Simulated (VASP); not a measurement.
# GaN (P6_3mc) in VASP: further runs, part 2 of 2

VASP 6.6.1. The steps go on from the part before.

**3. Phonons, LDA**

Input file POSCAR:

```
GaN
1.0
    3.1800000000      0.0000000000      0.0000000000
   -1.5900000000      2.7539607840      0.0000000000
    0.0000000000      0.0000000000      5.1660000000
Ga N
2 2
Direct
    0.6666666667      0.3333333333      0.5000000000
    0.3333333333      0.6666666667      0.0000000000
    0.6666666667      0.3333333333      0.8750000000
    0.3333333333      0.6666666667      0.3750000000
```

Input file INCAR.step1:

```
SYSTEM = GaN
PREC = Accurate ; ENCUT = 600
EDIFF = 1E-8 ; ISMEAR = -1
SIGMA = 0.05 ; LREAL = .False.
LASPH = .True. ; NELM = 100
ALGO = Normal ; ISIF = 3
LWAVE = .False. ; LCHARG = .False.
IBRION = 2 ; NSW = 40
EDIFFG = -0.002
```

Input file INCAR.step2:

```
SYSTEM = GaN
PREC = Accurate ; ENCUT = 600
EDIFF = 1E-8 ; ISMEAR = -1
SIGMA = 0.05 ; LREAL = .False.
LASPH = .True. ; NELM = 100
ALGO = Normal ; ISIF = 2
LWAVE = .False. ; LCHARG = .False.
IBRION = 6 ; NFREE = 2
POTIM = 0.015 ; NSW = 1
```

Input file KPOINTS:

```
Automatic mesh
0
Gamma
  7 7 4
  0 0 0
```

Potentials or basis: VASP PAW LDA potentials, release 64 (Ga_d, N).

Started as:

```console
> cat potpaw_LDA.64/Ga_d/POTCAR potpaw_LDA.64/N/POTCAR > POTCAR
> cp INCAR.step1 INCAR
> mpirun -np 1 vasp_std > vasp.out
> cp CONTCAR POSCAR
> cp INCAR.step2 INCAR
> mpirun -np 1 vasp_std > vasp.out
```

OUTCAR:

```text
SYSTEM = GaN
   PREC = Accurate
   ENCUT = 600
   EDIFF = 1E-8
   ISMEAR = -1
   LREAL = .False.
   LASPH = .True.
   NELM = 100
   ISIF = 2
   IBRION = 6
   NFREE = 2
   POTIM = 0.015
   NSW = 1

 ion  position               nearest neighbor table
   1  0.667  0.333  0.499-   4 1.93   4 1.93   4 1.93   3 1.94
   2  0.333  0.667  0.999-   3 1.93   3 1.93   3 1.93   4 1.94
   3  0.667  0.333  0.876-   2 1.93   2 1.93   2 1.93   1 1.94
   4  0.333  0.667  0.376-   1 1.93   1 1.93   1 1.93   2 1.94

  LATTYP: Found a hexagonal cell.
 ALAT       =     3.1569342429
 C/A-ratio  =     1.6302850730

  Lattice vectors:

 A1 = (   3.1569342429,   0.0000000000,   0.0000000000)
 A2 = (  -1.5784671214,   2.7339852524,   0.0000000000)
 A3 = (   0.0000000000,   0.0000000000,   5.1467027725)

Analysis of symmetry for initial positions (statically):
=====================================================================
 Subroutine PRICEL returns:
 Original cell was already a primitive cell.

 Routine SETGRP: Setting up the symmetry group for a
 hexagonal supercell.

 Subroutine GETGRP returns: Found 12 space group operations
 (whereof  6 operations were pure point group operations)
 out of a pool of 24 trial point group operations.

The static configuration has the point symmetry C_3v.
 The point group associated with its full space group is C_6v.

Analysis of symmetry for dynamics (positions and initial velocities):
=====================================================================
 Subroutine PRICEL returns:
 Original cell was already a primitive cell.

 Routine SETGRP: Setting up the symmetry group for a
 hexagonal supercell.

 Subroutine GETGRP returns: Found 12 space group operations
 (whereof  6 operations were pure point group operations)
 out of a pool of 24 trial point group operations.

The dynamic configuration has the point symmetry C_3v.
 The point group associated with its full space group is C_6v.

 Subroutine INISYM returns: Found 12 space group operations
 (whereof  6 operations are pure point group operations),
 and found     1 'primitive' translations

----------------------------------------------------------------------------------------

                                     Primitive cell

  volume of cell :      44.4213

  direct lattice vectors                    reciprocal lattice vectors
     3.156934243  0.000000000  0.000000000     0.316763012  0.182883210  0.000000000
    -1.578467121  2.733985252  0.000000000     0.000000000  0.365766421  0.000000000
     0.000000000  0.000000000  5.146702773     0.000000000  0.000000000  0.194299155

  length of vectors
[... 115 lines left out ...]
   LRPA    =     F    only Hartree local field effects (RPA)
 finite differences with symmetry
 non-spin polarized calculation
  energy-cutoff  :      600.00
  volume of cell :       44.42
 maximum number of plane-waves:      1520
 NGX is ok and might be reduce to    28
   NGX = 13   NGY = 13   NGZ = 21

--------------------------------------- Ionic step        1  -------------------------------------------

 number of electron      35.9999987 magnetization

 Free energy of the ion-electron system (eV)
  ---------------------------------------------------
  ext. energy  EPLUGINS =         0.00000000
  ---------------------------------------------------
  free energy    TOTEN  =       -27.91002283 eV

  energy without entropy =      -27.91002283  energy(sigma->0) =      -27.91002283

------------------------ aborting loop because EDIFF is reached ----------------------------------------

  FORCE on cell =-STRESS in cart. coord.  units (eV):
  Direction    XX          YY          ZZ          XY          YZ          ZX
  --------------------------------------------------------------------------------------
  -------------------------------------------------------------------------------------
  Total        0.0037080      0.0037080     -0.0046063      0.0000000      0.0000000     -0.0000000
  in kB        0.1337386      0.1337386     -0.1661391      0.0000000      0.0000000     -0.0000000
  external PRESSURE =       0.0337794 kB  Pullay stress =       0.0000000 kB
[... 291 lines left out ...]
--------------------------------------- Ionic step        9  -------------------------------------------

 number of electron      35.9999988 magnetization

 Free energy of the ion-electron system (eV)
  ---------------------------------------------------
  ext. energy  EPLUGINS =         0.00000000
  ---------------------------------------------------
  free energy    TOTEN  =       -27.90787429 eV

  energy without entropy =      -27.90787429  energy(sigma->0) =      -27.90787429

 E-fermi :   6.3684     XC(G=0): -12.2724

 val. band max:        5.3939573588   @ k =   0.0000   0.0000   0.0000
 cond. band min:       7.4957820992   @ k =   0.0000   0.0000   0.0000
 fundamental gap:      2.1018247404
 Fermi energy:         6.3684355732

 k-point     1 :       0.0000    0.0000    0.0000
  band No.  band energies     occupation
      1     -10.7136      2.00000
      2      -9.7454      2.00000
      3      -8.2011      2.00000
      4      -8.1791      2.00000
      5      -8.1791      2.00000
      6      -8.1110      2.00000
[... 589 lines left out ...]
     21      13.0020      0.00000
     22      13.1069      0.00000

 [... further k-points ...]

------------------------ aborting loop because EDIFF is reached ----------------------------------------

  FORCE on cell =-STRESS in cart. coord.  units (eV):
  Direction    XX          YY          ZZ          XY          YZ          ZX
  --------------------------------------------------------------------------------------
  -------------------------------------------------------------------------------------
  Total       -0.0806099     -0.0806099      0.1669355      0.0000000      0.0000000      0.0000000
  in kB       -2.9074217     -2.9074217      6.0209985      0.0000000      0.0000000      0.0000000
  external PRESSURE =       0.0687184 kB  Pullay stress =       0.0000000 kB
[... 19 lines left out ...]
  FREE ENERGIE OF THE ION-ELECTRON SYSTEM (eV)
  ---------------------------------------------------
  free  energy   TOTEN  =       -27.9078742863 eV

  energy  without entropy=      -27.9078742862  energy(sigma->0) =      -27.90787429

 INTERNAL STRAIN TENSORS FROM DISPLACED ATOMS
 ============================================

 INTERNAL STRAIN TENSOR FOR ION    1 for displacements in x,y,z  (eV/Angst):
          X           Y           Z          XY          YZ          ZX
  --------------------------------------------------------------------------------
  x     0.00000     0.00000     0.00000     8.65939     0.00000    -5.85566
  y     8.65939    -8.65939     0.00000     0.00000    -5.85566     0.00000
  z    -5.68774    -5.68774    10.75365    -0.00000     0.00000     0.00000

 INTERNAL STRAIN TENSOR FOR ION    4 for displacements in x,y,z  (eV/Angst):
          X           Y           Z          XY          YZ          ZX
  --------------------------------------------------------------------------------
  x     0.00000     0.00000     0.00000    -9.98136    -0.00000     5.85592
  y    -9.98136     9.98136    -0.00000     0.00000     5.85592     0.00000
  z     5.71917     5.71917   -10.75506    -0.00000    -0.00000     0.00000

 Eigenvectors and eigenvalues of the dynamical matrix
 ----------------------------------------------------

   1 f  =   20.912716 THz   131.398467 2PiTHz  697.573106 cm-1    86.488003 meV
             X         Y         Z           dx          dy          dz
      1.578467  0.911328  2.569745     0.000000    0.000000    0.036748
     -0.000000  1.822657  5.143097     0.000000    0.000000   -0.036748
      1.578467  0.911328  4.506971     0.000000    0.000000   -0.706151
     -0.000000  1.822657  1.933619    -0.000000   -0.000000    0.706151
[... 71 lines left out ...]
  12 f/i=    0.003642 THz     0.022881 2PiTHz    0.121471 cm-1     0.015060 meV
             X         Y         Z           dx          dy          dz
      1.578467  0.911328  2.569745     0.000000   -0.000000    0.645345
     -0.000000  1.822657  5.143097     0.000000   -0.000000    0.645345
      1.578467  0.911328  4.506971     0.000000   -0.000000    0.289016
     -0.000000  1.822657  1.933619     0.000000   -0.000000    0.289016

 ELASTIC MODULI CONTR FROM IONIC RELAXATION (kBar)
 Direction    XX          YY          ZZ          XY          YZ          ZX
 --------------------------------------------------------------------------------
 XX        -684.2746    307.8988    354.8444     -0.0000     -0.0000     -0.0000
 YY         307.8988   -684.2746    354.8444      0.0000     -0.0000      0.0000
 ZZ         354.8444    354.8444   -669.0893     -0.0000     -0.0000      0.0000
 XY          -0.0000      0.0000     -0.0000   -496.0867     -0.0000      0.0000
 YZ           0.0000     -0.0000     -0.0000     -0.0000   -183.1341     -0.0000
 ZX          -0.0000      0.0000      0.0000     -0.0000     -0.0000   -183.1343
 --------------------------------------------------------------------------------
```

It took 6.3 min on 1 thread of AMD EPYC 9R45 (Zen 5), shared host; peak memory 0.28 GiB.

What came out:

- Relaxed volume: 11.11 Å³/atom
- Relaxed cell: a = 3.157 Å, b = 3.157 Å, c = 5.147 Å, α = 90.00°, β = 90.00°, γ = 120.00°
- Space group after relaxing (to 0.05 Å): P6_3mc (No. 186)
- Highest phonon frequency at Γ, LO-TO splitting left out: 698 cm⁻¹

Step by step:
| step | energy change (eV) | largest force (eV/Å) | pressure (GPa) | volume (Å³) |
| --- | --- | --- | --- | --- |
| 1 | 0.0000 | 0.1278 | -3.55 | 45.24 |
| 2 | -0.0001 | 0.1143 | 3.82 | 43.62 |
| 3 | -0.0109 | 0.0112 | 0.03 | 44.42 |
| 4 | -0.0109 | 0.0088 | 0.09 | 44.40 |
| 5 | -0.0109 | 0.0002 | -0.16 | 44.44 |
| 6 | -0.0109 | 0.0030 | 0.01 | 44.42 |
| 7 | -0.0109 | 0.0025 | -0.04 | 44.43 |
| 8 | -0.0109 | 0.0027 | -0.03 | 44.43 |
| 9 | -0.0109 | 0.0028 | -0.03 | 44.43 |
| 10 | -0.0109 | 0.0002 | -0.01 | 44.42 |

Final structure:
```
CELL_PARAMETERS angstrom
3.15693 0.00000 0.00000
-1.57847 2.73399 0.00000
0.00000 0.00000 5.14670
ATOMIC_POSITIONS crystal
Ga 0.66667 0.33333 0.49930
Ga 0.33333 0.66667 0.99930
N 0.66667 0.33333 0.87570
N 0.33333 0.66667 0.37570
```

Phonon frequencies in cm⁻¹ (negative: imaginary):
```
              q point                                frequencies
(0.000, 0.000, 0.000)  0 0 0 139 139 336 539 561 561 570 570 698
```

**4. Elastic constants, LDA**

POSCAR is that of step 3.

Input file INCAR.step1:

```
PREC     = Accurate       # precision mode
ENCUT    = 600            # plane-wave cutoff, eV
EDIFF    = 1E-8           # SCF threshold, eV
ISMEAR   = -1             # smearing method
SIGMA    = 0.05           # smearing width, eV
LREAL    = False          # projectors in reciprocal space
LASPH    = True           # aspherical terms in the spheres
NELM     = 60             # most SCF steps
ALGO     = Fast           # electronic algorithm
ISIF     = 3              # what is computed and relaxed
LWAVE    = False          # write WAVECAR
LCHARG   = False          # write CHGCAR
IBRION   = 2              # ionic algorithm
NSW      = 40             # ionic steps
EDIFFG   = -0.002         # ionic threshold
```

Input file INCAR.step2:

```
PREC     = Accurate       # precision mode
ENCUT    = 600            # plane-wave cutoff, eV
EDIFF    = 1E-8           # SCF threshold, eV
ISMEAR   = -1             # smearing method
SIGMA    = 0.05           # smearing width, eV
LREAL    = False          # projectors in reciprocal space
LASPH    = True           # aspherical terms in the spheres
NELM     = 60             # most SCF steps
ALGO     = Fast           # electronic algorithm
ISIF     = 3              # what is computed and relaxed
LWAVE    = False          # write WAVECAR
LCHARG   = False          # write CHGCAR
IBRION   = 6              # ionic algorithm
NFREE    = 2            
POTIM    = 0.015          # step
NSW      = 1              # ionic steps
```

Input file KPOINTS:

```
regular mesh
0
Gamma
  7 7 4
```

Started as:

```console
> cat potpaw_LDA.64/Ga_d/POTCAR potpaw_LDA.64/N/POTCAR > POTCAR
> cp INCAR.step1 INCAR
> mpirun -np 1 vasp_std > vasp.out
> cp CONTCAR POSCAR
> cp INCAR.step2 INCAR
> mpirun -np 1 vasp_std > vasp.out
```

Wall time 16 min (1 thread of AMD EPYC 9R45 (Zen 5), shared host); peak memory 0.29 GiB.

Results (log left out):

- Relaxed volume: 11.10 Å³/atom
- Relaxed cell: a = 3.157 Å, b = 3.157 Å, c = 5.147 Å, α = 90.00°, β = 90.00°, γ = 120.00°
- Space group after relaxing (to 0.05 Å): P6_3mc (No. 186)
- Voigt bulk modulus: 202 GPa
- Highest phonon frequency at Γ, LO-TO splitting left out: 698 cm⁻¹

Step by step:
```tsv
step	energy change (eV)	largest force (eV/Å)	pressure (GPa)	volume (Å³)
1	0.0000	0.1278	-3.54	45.24
2	-0.0002	0.1143	3.82	43.62
3	-0.0109	0.0111	0.06	44.42
4	-0.0109	0.0136	-0.07	44.43
5	-0.0109	0.0018	-0.09	44.44
6	-0.0109	0.0032	-0.10	44.44
7	-0.0109	0.0007	0.03	44.41
8	-0.0109	0.0014	0.00	44.42
```

Final structure:
```yaml
crystal:
  lattice:
    - [3.15680, 0.00000, 0.00000]
    - [-1.57840, 2.73387, 0.00000]
    - [0.00000, 0.00000, 5.14676]
  atoms:
    - { symbol: Ga, position: [0.66667, 0.33333, 0.49931] }
    - { symbol: Ga, position: [0.33333, 0.66667, 0.99931] }
    - { symbol: N, position: [0.66667, 0.33333, 0.87569] }
    - { symbol: N, position: [0.33333, 0.66667, 0.37569] }
```

Phonon frequencies in cm⁻¹ (negative: imaginary):
```csv
q point,frequencies
"(0.000, 0.000, 0.000)",0 0 0 140 140 337 540 561 561 571 571 698
```

Elastic tensor in Voigt notation (GPa, in the Cartesian axes of the cell as first typed):
```
365 138 100   0   0   0
138 365 100   0   0   0
100 100 408   0   0   0
  0   0   0  96   0   0
  0   0   0   0  96   0
  0   0   0   0   0 114
```

Clamped-ion elastic tensor (GPa):
```
434 107  65   0   0   0
107 434  65   0   0   0
 65  65 475   0   0   0
  0   0   0 114   0   0
  0   0   0   0 114   0
  0   0   0   0   0 163
```

**5. Against experiment**

Step 2. Against the measured gap of GaN, 3.503 eV (direct; quoted in “Studying electronic properties in GaN without electrical contacts using γ-γ vs e−-γ Perturbed Angular Correlations”, 2019, pmc:6823545), the calculated 1.91 eV is off by -1.60 eV. Spin-orbit coupling on Ga is left out. The value is that of TPSS, without temperature or zero-point motion.
